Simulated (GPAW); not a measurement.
# ZrC (Fm-3m) in GPAW: convergence with grid spacing (A)

Aim: find how far grid spacing (A) must go before the results for ZrC settle, at PBE. This setting moves, with any that are tied to it; all else stays.

Program: GPAW 26.7.0. These are calculated values, not measurements. Logs are shortened: lines on timing, memory, paths and dates and some standing lists are left out, and cuts for length are marked. The log counts tension as positive stress, the text compression.

## (1) The crystal as given

Symmetry: Fm-3m, No. 225, cubic system. The conventional cell has a = 4.730 Å, b = 4.730 Å, c = 4.730 Å, α = 90.00°, β = 90.00°, γ = 90.00°. Zr (site symmetry m-3m) has 6 C at 2.37 Å as nearest neighbours. C (site symmetry m-3m) is surrounded by 6 Zr at 2.37 Å.

## (2) With grid spacing (A) 0.26

Input file run.py:

```python
from ase import Atoms
from ase.dft.bandgap import bandgap
from ase.io import write
from gpaw import GPAW

atoms = Atoms(['Zr', 'C'],
              cell=[[0.0, 2.365, 2.365],
                    [2.365, 0.0, 2.365],
                    [2.365, 2.365, 0.0]],
              scaled_positions=[[0.5, 0.5, 0.5],
                                [0.0, 0.0, 0.0]],
              pbc=True)

calc = GPAW(mode='fd',
            h=0.26,
            xc='PBE',
            kpts={'size': (10, 10, 10), 'gamma': True},
            occupations={'name': 'fermi-dirac', 'width': 0.05},
            nbands=18,
            convergence={'density': 1e-05, 'energy': 1e-05},
            maxiter=100,
            txt='gpaw.txt')
atoms.calc = calc
energy = atoms.get_potential_energy()
forces = atoms.get_forces()
calc.write('gs.gpw')
write('result.traj', atoms)
print(f'Energy: {energy:.6f} eV')
print('Forces (eV/A):')
print(forces.round(4))
print('Fermi level:', round(calc.get_fermi_level(), 4), 'eV')
print(f'Gap: {bandgap(calc)[0]:.4f} eV, direct: {bandgap(calc, direct=True)[0]:.4f} eV')
```

Potentials or basis: GPAW PAW data sets (gpaw-data 1.2.1), fd.

Launch:

```
> OMP_NUM_THREADS=1 python run.py
```

gpaw.txt:

```text
__  _  _
 | _ |_)|_||  |
 |__||  | ||/\| - 26.7.0

Input parameters:
  mode=FD(),
  convergence={'density': 1e-05, 'energy': 1e-05},
  h=0.26,
  kpts=MonkhorstPack(size=(10, 10, 10), gamma=True),
  maxiter=100,
  nbands=18,
  occupations=Occupations(name='fermi-dirac', width=0.05),
  xc=XC(name='PBE')

Diagonalizing LCAO Hamiltonian
Converting LCAO to fd mode

               Zr

       C

Atoms  # Å, Bohr magnetons
|   | symbol |        x |        y |        z |    initial magnetic moments |
|---|--------|----------|----------|----------|-----------------------------|
| 0 |     Zr | 2.365000 | 2.365000 | 2.365000 | ( 0.0000,  0.0000,  0.0000) |
| 1 |      C | 0.000000 | 0.000000 | 0.000000 | ( 0.0000,  0.0000,  0.0000) |

Unit cell  # Å
| periodic |        x |        y |        z |  lengths |    angles |
|----------|----------|----------|----------|----------|-----------|
|      yes | 0.000000 | 2.365000 | 2.365000 | 3.344615 | 60.000000 |
|      yes | 2.365000 | 0.000000 | 2.365000 | 3.344615 | 60.000000 |
|      yes | 2.365000 | 2.365000 | 0.000000 | 3.344615 | 60.000000 |

Number of symmetries: 48
Symmetry operations  # r_c * U_cc + t_c -> r_c
|    | kind |            matrix            |
|----|------|------------------------------|
|  0 |  σ   |  1, 0, 0,  1, 0,-1,  1,-1, 0 |
|  1 |  C2  |  1, 0, 0,  1,-1, 0,  1, 0,-1 |
|  2 |  E   |  1, 0, 0,  0, 1, 0,  0, 0, 1 |
|  3 |  σ   |  1, 0, 0,  0, 0, 1,  0, 1, 0 |
|  4 |  C4  |  1, 0,-1,  1, 0, 0,  1,-1, 0 |
|  5 |  S6  |  1, 0,-1,  1,-1, 0,  1, 0, 0 |
|  6 |  σ   |  1, 0,-1,  0, 1,-1,  0, 0,-1 |
|  7 |  C3  |  1, 0,-1,  0, 0,-1,  0, 1,-1 |
|  8 |  S6  |  1,-1, 0,  1, 0, 0,  1, 0,-1 |
|  9 |  C4  |  1,-1, 0,  1, 0,-1,  1, 0, 0 |
| 10 |  C3  |  1,-1, 0,  0,-1, 1,  0,-1, 0 |
| 11 |  σ   |  1,-1, 0,  0,-1, 0,  0,-1, 1 |
| 12 |  σ   |  0, 1, 0,  1, 0, 0,  0, 0, 1 |
| 13 |  C4  |  0, 1, 0,  0, 1,-1, -1, 1, 0 |
| 14 |  C3  |  0, 1, 0,  0, 0, 1,  1, 0, 0 |
| 15 |  S6  |  0, 1, 0, -1, 1, 0,  0, 1,-1 |
| 16 |  C2  |  0, 1,-1,  1, 0,-1,  0, 0,-1 |
| 17 |  σ   |  0, 1,-1,  0, 1, 0, -1, 1, 0 |
| 18 |  S4  |  0, 1,-1,  0, 0,-1,  1, 0,-1 |
| 19 |  C4  |  0, 1,-1, -1, 1, 0,  0, 1, 0 |
| 20 |  C3  |  0, 0, 1,  1, 0, 0,  0, 1, 0 |
| 21 |  σ   |  0, 0, 1,  0, 1, 0,  1, 0, 0 |
| 22 |  S6  |  0, 0, 1,  0,-1, 1, -1, 0, 1 |
| 23 |  C4  |  0, 0, 1, -1, 0, 1,  0,-1, 1 |
| 24 |  S4  |  0, 0,-1,  1, 0,-1,  0, 1,-1 |
| 25 |  C3  |  0, 0,-1,  0, 1,-1,  1, 0,-1 |
| 26 |  C2  |  0, 0,-1,  0,-1, 0, -1, 0, 0 |
| 27 |  S6  |  0, 0,-1, -1, 0, 0,  0,-1, 0 |
| 28 |  S4  |  0,-1, 1,  1,-1, 0,  0,-1, 0 |
| 29 |  C4  |  0,-1, 1,  0, 0, 1, -1, 0, 1 |
| 30 |  C2  |  0,-1, 1,  0,-1, 0,  1,-1, 0 |
| 31 |  σ   |  0,-1, 1, -1, 0, 1,  0, 0, 1 |
| 32 |  C3  |  0,-1, 0,  1,-1, 0,  0,-1, 1 |
| 33 |  S6  |  0,-1, 0,  0, 0,-1, -1, 0, 0 |
| 34 |  S4  |  0,-1, 0,  0,-1, 1,  1,-1, 0 |
| 35 |  C2  |  0,-1, 0, -1, 0, 0,  0, 0,-1 |
| 36 |  C2  | -1, 1, 0,  0, 1, 0,  0, 1,-1 |
| 37 |  S6  | -1, 1, 0,  0, 1,-1,  0, 1, 0 |
| 38 |  S4  | -1, 1, 0, -1, 0, 1, -1, 0, 0 |
| 39 |  C3  | -1, 1, 0, -1, 0, 0, -1, 0, 1 |
| 40 |  S6  | -1, 0, 1,  0, 0, 1,  0,-1, 1 |
| 41 |  C2  | -1, 0, 1,  0,-1, 1,  0, 0, 1 |
| 42 |  C3  | -1, 0, 1, -1, 1, 0, -1, 0, 0 |
| 43 |  S4  | -1, 0, 1, -1, 0, 0, -1, 1, 0 |
| 44 |  C2  | -1, 0, 0,  0, 0,-1,  0,-1, 0 |
| 45 |  i   | -1, 0, 0,  0,-1, 0,  0, 0,-1 |
| 46 |  σ   | -1, 0, 0, -1, 1, 0, -1, 0, 1 |
| 47 |  C2  | -1, 0, 0, -1, 0, 1, -1, 1, 0 |

BZ-sampling:
  Number of BZ points: 1000
  Number of IBZ points: 47

  Monkhorst-Pack size: [10, 10, 10]
  Monkhorst-Pack shift: [0.05, 0.05, 0.05]

K-points  # in reciprocal-cell coordinates
|     |                                coordinates |     weight |
|-----|--------------------------------------------|------------|
|   0 | (  0.00000000,   0.00000000,   0.00000000) | 0.00100000 |
|   1 | (  0.10000000,   0.10000000,   0.00000000) | 0.00600000 |
|   2 | (  0.10000000,   0.10000000,   0.10000000) | 0.00800000 |
|   3 | (  0.20000000,   0.10000000,   0.10000000) | 0.01200000 |
|   4 | (  0.20000000,   0.20000000,   0.00000000) | 0.00600000 |
|   5 | (  0.20000000,   0.20000000,   0.10000000) | 0.02400000 |
|   6 | (  0.20000000,   0.20000000,   0.20000000) | 0.00800000 |
|   7 | (  0.30000000,   0.20000000,   0.10000000) | 0.02400000 |
|   8 | (  0.30000000,   0.20000000,   0.20000000) | 0.02400000 |
|   9 | (  0.30000000,   0.30000000,   0.00000000) | 0.00600000 |
| ... |                                            |            |
|  46 | (  0.50000000,   0.50000000,   0.50000000) | 0.00400000 |

Uniform wave function grid shape: (np.int64(12), np.int64(12), np.int64(12))
Spin-components: 1 (collinear spins)
Bands:           18
Projectors:      11
Spin-degeneracy: 2
Datatype:        complex128

Parallelization:
  kpt:    1
  domain: 1
  band:   1

Density:
  Valence electrons: 16.0
  Components: 1
  Grid points: [12 12 12]
  Charge: 0.0  # |e|

Potential:
  Grid points: [12 12 12]

species:
  Zr:
    name:    Zirconium
    Z:       40.0
    valence: 12
    core:    28
    charge:  0.0  # [|e|]
    compensation charges:
      type: gauss
      rc: 0.40  # [Å]
      lmax: 2
    cutoffs:
      filter: 2.39  # [Å]
      core: 1.59  # [Å]
    projectors
    | kind |    occ | energy [eV] | rcut [Å] |
    |------|--------|-------------|----------|
    |   4s |  2.000 |     -54.478 |    1.323 |
    |   5s |  2.000 |      -4.438 |    1.323 |
    |   4p |  6.000 |     -32.467 |    1.334 |
    |   5p |  0.000 |      -1.470 |    1.334 |
    |   4d |  2.000 |      -3.600 |    1.244 |
    |    d |        |      23.611 |    1.244 |

    Using partial waves for Zr as LCAO basis

  C:
    name:    Carbon
    Z:       6.0
    valence: 4
    core:    2
    charge:  0.0  # [|e|]
    compensation charges:
      type: gauss
      rc: 0.20  # [Å]
      lmax: 2
    cutoffs:
      filter: 1.14  # [Å]
      core: 1.14  # [Å]
    projectors
    | kind |    occ | energy [eV] | rcut [Å] |
    |------|--------|-------------|----------|
    |   2s |  2.000 |     -13.751 |    0.635 |
    |   2p |  2.000 |      -5.284 |    0.635 |
    |    s |        |      13.461 |    0.635 |
    |    p |        |      21.927 |    0.635 |
    |    d |        |       0.000 |    0.635 |

    Using partial waves for C as LCAO basis

Reference energy: -98921.199351  # eV

eigensolver:
  PPCG
  Converge bands: occupied
  niter=2

density mixing:
  MSR1-Mixer
  Pratt-step length: 0.05
  Maximum mixing coefficient: 0.75
  Old densities: 10
  SVD Regularization: 0.005
  Good broyden scale: 1.0
  Trust region scale: 1.0
  Backstep threshold: 4.0
  History deletion threshold: 6.0
  Fourier metric: weight=20.0, sigma=0.015

occupation numbers:
  Fermi-Dirac:
    width: 0.0500  # eV

FastPoissonSolver using
    Stencil: 12*3+1=37 point O(h^6) finite-difference Laplacian
    FFT axes: [np.int64(0), np.int64(1), np.int64(2)]
    FST axes: []

xc functional:
  name: PBE with 2 nearest neighbor stencil
interpolation: tri-quintic # 5. degree polynomial

convergence criteria:
- Maximum integral of absolute [dens]ity change: 1e-05 electrons / valence electron
- Maximum [total energy] change in last 3 cyles: 1e-05 eV / valence electron
- Maximum integral of absolute [eigenst]ate change: 4e-08 eV^2 / valence electron
maximum number of iterations: 100

SCF iterations
|iter     | |      energy | eigst |  dens |
|---------|-|-------------|-------|-------|
|iter:   1| |  -20.314342 | +0.14 |       |
|iter:   2| |  -19.659883 | -1.28 | -0.79 |
|iter:   3| |  -18.348227 | -0.78 | -0.87 |
|iter:   4| |  -18.356911 | -2.36 | -1.60 |
|iter:   5| |  -18.364419 | -2.78 | -1.79 |
|iter:   6| |  -18.364355 | -4.13 | -3.02 |
|iter:   7| |  -18.364360c| -5.11 | -3.68 |
|iter:   8| |  -18.364366c| -6.22 | -4.00 |
|iter:   9| |  -18.364365c| -7.59c| -5.05c|

Converged in 9 steps
Energy contributions relative to reference atoms: (reference = -98921.199351)

Energy contributions:
  Kinetic:          12.222867
  Coulomb:         -15.207891
  Zero:              0.941557
  External:          0.000000
  Xc:              -16.319594
  Entropy:          -0.002609
  Spinorbit:         0.000000
  ----------------------------
  Free energy:     -18.365670
  Extrapolated:    -18.364365

dipole moment: (-9.403772, -9.403772, -9.403772)  # |e|*Ang

Fermi level: 10.215
Eigenvalues  # (at kpt = [0.000, 0.000, 0.000])
| band index |      eig [eV] | occ [0-2] |
|------------|---------------|-----------|
|          0 |       -37.957 |     2.000 |
|          1 |       -15.690 |     2.000 |
|          2 |       -15.690 |     2.000 |
|          3 |       -15.685 |     2.000 |
|          4 |        -0.983 |     2.000 |
|          5 |        11.119 |     0.000 |
|          6 |        11.126 |     0.000 |
|          7 |        11.126 |     0.000 |
|          8 |        11.298 |     0.000 |
|          9 |        11.298 |     0.000 |
|         10 |        11.303 |     0.000 |
|         11 |        12.975 |     0.000 |
|         12 |        12.975 |     0.000 |
|        ... |               |           |
|         17 |        32.227 |     0.000 |

No gap
No difference between direct/indirect transitions

Forces  # eV/Ang
|        x |        y |        z |
|----------|----------|----------|
|  0.00000 | -0.00000 | -0.00000 |  # Zr   0
| -0.00000 | -0.00000 | -0.00000 |  # C    1

# Writing to gs.gpw (mode='')
```

Run time: 29 s. Hardware: 1 thread of Arm Neoverse N1, shared host; peak memory 0.18 GiB.

What came out:

```yaml
Free_energy: -18.3657 eV
Band_gap_on_the_k_mesh: none (metal or under the smearing width)
```

## (3) With grid spacing (A) 0.23

run.py: that of step 2 with these lines changed.

```diff
@@ -14,3 +14,3 @@
 calc = GPAW(mode='fd',
-            h=0.26,
+            h=0.23,
             xc='PBE',
```

Potentials or basis: GPAW PAW data sets (gpaw-data 1.2.1), fd.

Launch:

```
> OMP_NUM_THREADS=1 python run.py
```

Run time: 29 s. Hardware: 1 thread of Arm Neoverse N1, shared host; peak memory 0.18 GiB.

What came out:

```
Free energy            : -18.3657 eV
Band gap on the k mesh : none (metal or under the smearing width)
```

## (4) With grid spacing (A) 0.2

run.py: that of step 3 with these lines changed.

```diff
@@ -14,3 +14,3 @@
 calc = GPAW(mode='fd',
-            h=0.23,
+            h=0.2,
             xc='PBE',
```

Launch:

```
> OMP_NUM_THREADS=1 python run.py
```

Run time: 29 s. Hardware: 1 thread of Arm Neoverse N1, shared host; peak memory 0.18 GiB.

It converged, with:

```yaml
Free_energy: -18.3657 eV
Band_gap_on_the_k_mesh: none (metal or under the smearing width)
```

## (5) With grid spacing (A) 0.18

run.py: that of step 4 with these lines changed.

```diff
@@ -14,3 +14,3 @@
 calc = GPAW(mode='fd',
-            h=0.2,
+            h=0.18,
             xc='PBE',
```

Launch:

```
> OMP_NUM_THREADS=1 python run.py
```

It took 61 s on 1 thread of Arm Neoverse N1, shared host; peak memory 0.26 GiB.

Results (log left out):

| Property | Result |
| --- | --- |
| Free energy | -18.3887 eV |
| Band gap on the k mesh | none (metal or under the smearing width) |

## (6) With grid spacing (A) 0.16

run.py: that of step 5 with these lines changed.

```diff
@@ -14,3 +14,3 @@
 calc = GPAW(mode='fd',
-            h=0.18,
+            h=0.16,
             xc='PBE',
```

Potentials or basis: GPAW PAW data sets (gpaw-data 1.2.1), fd.

Launch:

```
> OMP_NUM_THREADS=1 python run.py
```

It took 61 s on 1 thread of Arm Neoverse N1, shared host; peak memory 0.26 GiB.

It converged, with:

```yaml
Free_energy: -18.3887 eV
Band_gap_on_the_k_mesh: none (metal or under the smearing width)
```

## (7) With grid spacing (A) 0.14

run.py: that of step 6 with these lines changed.

```diff
@@ -14,3 +14,3 @@
 calc = GPAW(mode='fd',
-            h=0.16,
+            h=0.14,
             xc='PBE',
```

Launch:

```
> OMP_NUM_THREADS=1 python run.py
```

Run time: 1.9 min. Hardware: 1 thread of Arm Neoverse N1, shared host; peak memory 0.39 GiB.

The run converged. Its results:

| Quantity | Value |
| --- | --- |
| Free energy | -18.4014 eV |
| Band gap on the k mesh | none (metal or under the smearing width) |

## (8) With grid spacing (A) 0.12

run.py: that of step 7 with these lines changed.

```diff
@@ -14,3 +14,3 @@
 calc = GPAW(mode='fd',
-            h=0.14,
+            h=0.12,
             xc='PBE',
```

Launch:

```
> OMP_NUM_THREADS=1 python run.py
```

Run time: 3.2 min. Hardware: 1 thread of Arm Neoverse N1, shared host; peak memory 0.59 GiB.

It converged, with:

* Free energy: -18.4031 eV
* Band gap on the k mesh: none (metal or under the smearing width)

## (9) The series at a glance

```csv
grid spacing (A),"energy less the tightest run, at zero smearing (meV/atom)",SCF cycles,CPU time (s),peak memory (GiB)
0.26,18.74,9,29,0.18
0.23,18.74,9,29,0.18
0.2,18.74,9,29,0.18
0.18,7.24,9,61,0.26
0.16,7.24,9,61,0.26
0.14,0.85,10,110,0.39
0.12,0.00,10,190,0.59
```

Against the tightest run, the energy stays within 1 meV/atom from 0.14 on. The tightest run that finished is the yardstick and may itself not be fully converged.

Caveats: the real-space grid adds noise to forces.
